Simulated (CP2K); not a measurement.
Crystal: BN.

```xyz
2
Lattice="4.1121 0.0000 0.0000 1.1410 2.2263 0.0000 2.9711 -0.8190 2.0702" Properties=species:S:1:pos:R:3 pbc="T T T"
N     4.4924    1.2112    0.6901
B     2.9712   -0.8189    2.0701
```

Measurements of this composition are mostly on another form, of space group No. 194.

Base run:

* Program: CP2K 2026.2
* Functional: LDA
* Potentials or basis: POTENTIAL_UZH N GTH-PBE-q5, B GTH-PBE-q3; TZVP-MOLOPT-PBE-GTH basis
* Density cutoff: 9184 eV
* k mesh: 13 × 13 × 13
* Occupations: fermi-dirac, width 0.05 eV
* Spin: no spin polarisation

Its results: band gap on the k mesh 3.69 eV, indirect (least direct gap 4.52 eV); pressure 2.1 GPa; largest force 0.013 eV/Å.

The run is repeated on the same cell with these changes: functional from LDA to PBEsol. What comes out?

Band gap on the k mesh 3.78 eV, indirect (least direct gap 4.55 eV); pressure 2.5 GPa; largest force 0.011 eV/Å.

PBEsol binds less tightly than LDA, so the same cell stands under more pressure.

Caveats: the potentials were made for another functional, which shifts forces and pressure; an odd mesh through Γ misses points on the zone boundary, where band edges often lie; the basis of atomic orbitals isn't converged, which shifts pressures, moduli and gaps.
